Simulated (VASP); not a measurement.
MgO, 2 atoms in the cell. Symmetry: Fm-3m, No. 225, cubic system. The conventional cell has a = 4.303 Å, b = 4.303 Å, c = 4.303 Å, α = 90.00°, β = 90.00°, γ = 90.00°. Mg (site symmetry m-3m) is surrounded by 6 O at 2.15 Å. O (site symmetry m-3m) has 6 Mg at 2.15 Å as nearest neighbours. 

```yaml
Program: VASP 6.6.1
Task: single point
Functional: PBE
Potentials_or_basis: VASP PAW PBE potentials, release 64 (Mg, O)
Cutoff: 520 eV
k_mesh: 9 × 9 × 9
Occupations: fermi-dirac, width 0.1 eV
Spin: no spin polarisation
Dipole_correction: no
Further_INCAR_settings: ALGO = Normal; EDIFF = 1e-07; NBANDS = 11
```

Potentials or basis: VASP PAW PBE potentials, release 64 (Mg, O).

Command:

```sh
$ cat potpaw_PBE.64/Mg/POTCAR potpaw_PBE.64/O/POTCAR > POTCAR
$ mpirun -np 1 vasp_std > vasp.out
```

Hardware: 1 thread of AMD EPYC 9R14 (Zen 4) (shared host).

Question: Estimate the wall time of this run.

Answer: It took 7 s on 1 thread of AMD EPYC 9R14 (Zen 4), on a shared host, peak memory 0.11 GiB. Counts: scf iterations 12, k points 35.
